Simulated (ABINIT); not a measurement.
The system is SiC.

```
Si C
1.0
     3.07569    0.00000    0.00000
    -1.53785    2.66363    0.00000
     0.00000    0.00000   10.07065
Si C
4 4
Direct
  0.00000 0.00000 0.18789
  0.00000 0.00000 0.68789
  0.33333 0.66667 0.43784
  0.66667 0.33333 0.93784
  0.00000 0.00000 0.00046
  0.00000 0.00000 0.50046
  0.33333 0.66667 0.24980
  0.66667 0.33333 0.74980
```

The cell is a database's computed one.

Base run:

* Program: ABINIT 10.8.3 (patched build)
* Functional: PBEsol
* Potentials or basis: JTH PAW PBE v2.0
* Cutoff: 517 eV
* k mesh: 10 × 10 × 3
* Occupations: fermi-dirac, width 0.05 eV
* Spin: no spin polarisation

Its results: band gap on the k mesh 2.12 eV, indirect (least direct gap 3.26 eV); pressure 0.0 GPa; largest force 0.007 eV/Å.

Task: The run is repeated on the same cell with these changes: functional from PBEsol to BP86. What comes out?

Result: Band gap on the k mesh 2.30 eV, indirect (least direct gap 3.44 eV); pressure 4.7 GPa; largest force 0.006 eV/Å.

Caveats: the PAW data sets were made with another functional, which shifts forces and pressure a little.
